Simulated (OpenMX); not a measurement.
MgO:

```
Mg O
1.0
     2.93802    0.00000    0.00000
    -1.46901    2.54440    0.00000
     0.00000    0.00000    2.67968
Mg O
1 1
Direct
  0.00000 0.00000 0.00000
  0.33333 0.66667 0.50000
```

Measurements of this composition are mostly on another form, of space group No. 225.

Base run:

| Quantity | Value |
| --- | --- |
| Program | OpenMX 3.8.5 |
| Functional | PBE |
| Potentials or basis | OpenMX 2013 PBE set, Mg7.0-s3p2d1, O6.0-s2p2d1, grid cutoff 500 Ry |
| k mesh | 7 × 7 × 7 |
| Occupations | fermi-dirac, width 0.05 eV |
| Spin | no spin polarisation |

Its results: band gap on the k mesh 3.22 eV, indirect (least direct gap 3.64 eV); pressure 1.8 GPa; largest force 0.017 eV/Å.

Question: The run is repeated on the same cell with these changes: functional from PBE to LDA; potentials or basis from OpenMX 2013 PBE set, Mg7.0-s3p2d1, O6.0-s2p2d1, grid cutoff 500 Ry to OpenMX 2013 LDA set, Mg7.0-s3p2d1, O6.0-s2p2d1, grid cutoff 500 Ry. What comes out?

Answer: Band gap on the k mesh 3.16 eV, indirect (least direct gap 3.59 eV); pressure -7.1 GPa; largest force 0.017 eV/Å.

Caveats: the basis of atomic orbitals isn't converged, which shifts pressures, moduli and gaps.
